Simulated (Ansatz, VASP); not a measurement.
# One calculation of Rh, two programs

```
Rh
1.0
     0.00000    1.89785    1.89785
     1.89785    0.00000    1.89785
     1.89785    1.89785    0.00000
Rh
1
Direct
  0.00000 0.00000 0.00000
```

Alike in both runs: task single point; functional PBE; k mesh 5 × 5 × 5; occupations fermi-dirac, width 0.1 eV; no spin polarisation.

|  | VASP | Ansatz |
| --- | --- | --- |
| version | VASP 6.6.1 | Ansatz 0.2.0 |
| potentials or method | VASP PAW PBE potentials, release 64 (Rh_pv) | plane waves, PAW |
| plane-wave cutoff (eV) | 520 | 422 |
| valence electrons in the cell | 15 | 17 |

VASP gave:

| Item | Value |
| --- | --- |
| pressure (GPa) | 10.9 |

Estimate Ansatz's values.

pressure (GPa): 10.8.

With one functional, cell and mesh, what is left measures potentials, basis and numerics. The two sets of potentials don't hold the same shells in valence.

Caveats: the k mesh is coarse (spacing up to 0.57 Å⁻¹), so the values aren't converged.
